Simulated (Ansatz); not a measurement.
# Sb: the cost of one run

Program: Ansatz 0.2.0. Level of theory: DFT PBE, scalar-relativistic, plane waves, PAW. These are calculated values, not measurements.

## Step 1: The structure to begin with

It takes space group P-3m1 (No. 164, trigonal). The conventional cell has a = 4.164 Å, b = 4.164 Å, c = 6.939 Å, α = 90.00°, β = 90.00°, γ = 120.00°. Sb (site symmetry 3m) is surrounded by 4 Sb at 2.74 Å. Sb (site symmetry 3m) is surrounded by 6 Sb at 2.74 to 2.88 Å.

As a file:

```xyz
4
Lattice="4.1644 0.0000 0.0000 -2.0822 3.6065 0.0000 0.0000 0.0000 6.9389" Properties=species:S:1:pos:R:3 pbc="T T T"
Sb    0.0000    0.0000    5.5688
Sb    0.0000    0.0000    1.3700
Sb    0.0000    2.4043    4.2647
Sb    2.0822    1.2022    2.6742
```

Recipe of the guess: 4-, 6-connected net of one element (P-3m1, No. 164). The dimensions are guesses.

## Step 2: Probe: one point on a coarse mesh

The input, input.yaml:

```yaml
crystal:
  lattice:
    - [4.16443072, 0.0, 0.0]
    - [-2.08221536, 3.6065028, 0.0]
    - [0.0, 0.0, 6.93886797]
  atoms:
    - { symbol: Sb, position: [0.0, 0.0, 0.8025568] }
    - { symbol: Sb, position: [0.0, 0.0, 0.1974432] }
    - { symbol: Sb, position: [0.33333333, 0.66666667, 0.61460589] }
    - { symbol: Sb, position: [0.66666667, 0.33333333, 0.38539411] }
basis:
  ecutwfc: 420
kpoints:
  mp_grid: { grid: [6, 6, 4] }
hamiltonian:
  xc: pbe
scf:
  occupations: { method: gaussian, width: 0.1 }
  lower_state_search: "off"
output:
  forces: true
  stress: true
  eigenvalues: true
```

Command:

```sh
ansatz run input.yaml --threads 1 --pin off --max-ram 2560MiB --backend cpu --events-out ev --progress --plain --runs-dir out
```

Q: Estimate wall time and peak memory on 1 thread of Arm Neoverse V1, shared host.

About 4.9 s, with a peak of 0.36 GiB.
